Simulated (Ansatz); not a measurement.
# CaO: the cost of one run

Program: Ansatz 0.2.0. Level of theory: DFT PBE, scalar-relativistic, plane waves, PAW. These are calculated values, not measurements.

3 further runs of the same task are left out: 1 that didn't finish, 2 set aside as unsound or not needed.

## (1) The system as given

The structure is cubic, space group Fm-3m (No. 225). Conventional cell: a = 4.831 Å, b = 4.831 Å, c = 4.831 Å, α = 90.00°, β = 90.00°, γ = 90.00°. Ca (site symmetry m-3m) is surrounded by 6 O at 2.42 Å. Around O (site symmetry m-3m) lie 6 Ca at 2.42 Å.

Structure file:

```cif
data_structure
_symmetry_space_group_name_H-M 'P 1'
_symmetry_Int_Tables_number 1
_cell_length_a 3.4159
_cell_length_b 3.4159
_cell_length_c 3.4159
_cell_angle_alpha 60.000
_cell_angle_beta 60.000
_cell_angle_gamma 60.000
_cell_volume 28.18
loop_
_atom_site_label
_atom_site_type_symbol
_atom_site_fract_x
_atom_site_fract_y
_atom_site_fract_z
_atom_site_occupancy
Ca1 Ca 0.50000 0.50000 0.50000 1
O1 O 0.00000 0.00000 0.00000 1
```

This cell comes from an earlier session at PBE: 14.092 Å³/atom at 0.00 GPa, on a 12×12×12 mesh.

The changes: atom 1 (Ca) moved 0.05 Å along y; atom 2 (O) moved 0.2 Å along x; strain e6 = -0.02, atoms carried along; strain e2 = -0.01, atoms carried along; all atoms moved at random (σ = 0.1 Å), cell strained at random (1 %); all atoms moved at random (σ = 0.03 Å), cell strained at random (1 %).

## (2) Atom 1 (Ca) moved 0.05 Å along y

The input, input.yaml:

```yaml
crystal:
  lattice:
    - [0.0, 2.4154225699, 2.4154225699]
    - [2.4154225699, 0.0, 2.4154225699]
    - [2.4154225699, 2.4154225699, 0.0]
  atoms:
    - { symbol: Ca, position: [0.5103501558, 0.4896498442, 0.5103501558] }
    - { symbol: O, position: [0.0, 0.0, 0.0] }
basis:
  ecutwfc: 420
  ecutrho_ratio: 4
kpoints:
  mp_grid: { grid: [12, 12, 12] }
hamiltonian:
  xc: pbe
scf:
  occupations: { method: gaussian, width: 0.05 }
output:
  forces: true
  stress: true
  eigenvalues: true
  write_density: true
  write_potential: true
  elf: true
  volumetric_format: npy
```

Launch:

```
> ansatz run input.yaml --threads 2 --pin off --max-ram 2662MiB --backend cpu --events-out ev --progress --plain --runs-dir out
```

What time and memory should one allow on 2 threads of Arm Neoverse V1, shared host?

About 3.8 s, with a peak of 0.35 GiB.
